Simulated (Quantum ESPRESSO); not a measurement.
Ta under changes of volume

One of the cells (18.010 Å³/atom); the others are scaled copies at fixed shape and fractional positions:

```
Ta
1.0
    -1.65128    1.65128    1.65128
     1.65128   -1.65128    1.65128
     1.65128    1.65128   -1.65128
Ta
1
Cartesian
  0.0000 0.0000 0.0000
```

| Item | Value |
| --- | --- |
| Program | Quantum ESPRESSO 7.5 |
| Functional | PBE |
| Potentials or basis | SSSP 1.3 efficiency PBE |
| Cutoff | 748 eV |
| Density cutoff | 5987 eV |
| k mesh | 11 × 11 × 11 |
| Occupations | fermi-dirac, width 0.05 eV |
| Spin | no spin polarisation |

```csv
volume (Å³/atom),energy over the lowest point (meV/atom),pressure (GPa)
16.930,62.06,16.9
17.290,30.24,11.5
17.650,10.14,6.7
18.010,?,?
18.371,0.00,-1.5
18.731,7.79,-5.0
19.091,23.00,-8.2
```

Task: What does the run at 18.010 Å³/atom give?

Result: Energy over the lowest point 0.46 meV/atom; pressure 2.4 GPa.

Worked out: A Birch-Murnaghan fit of order 3 (a polynomial in V^(-2/3)) to the other rows has its minimum at 18.21 Å³/atom with B0 = V·E''(V) = 196 GPa and B' = 4.8. It gives 0.42 meV/atom at 18.010 Å³/atom, against the run's 0.46, and -dE/dV = 2.2 GPa, against 2.4.

Energies are extrapolated to zero smearing.
